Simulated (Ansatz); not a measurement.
Here is an Ansatz 0.2.0 calculation.

File input.yaml:

```yaml
crystal:
  lattice:
    - [3.223, 0.0, 0.0]
    - [-1.6115, 2.7911998764, 0.0]
    - [0.0, 0.0, 3.191]
  atoms:
    - { symbol: Mo, position: [0.0, 0.0, 0.0] }
    - { symbol: P, position: [0.3333333333, 0.6666666667, 0.5] }
kpoints:
  mp_grid: { grid: [10, 10, 8] }
scf:
  occupations: { method: gaussian, width: 0.013 }
hamiltonian:
  xc: pbe
  pseudopotentials: { kind: all_electron, lapw: { basis_error: 0.001 } }
output:
  forces: true
  stress: true
  eigenvalues: true
```

Potentials or basis: all-electron LAPW, scalar-relativistic.

Launch:

```bash
$ ansatz run input.yaml --threads 1 --pin off --max-ram 3072MiB --backend cpu --events-out ev --progress --plain --runs-dir out
```

Task: Predict the band gap on the k mesh.

Result: None (metal or under the smearing width).

Task: Predict the pressure.

Result: 2.6 GPa.

Stress tensor (GPa, compression positive):
```
2.82 0.00 0.00
0.00 2.82 0.00
0.00 0.00 2.05
```
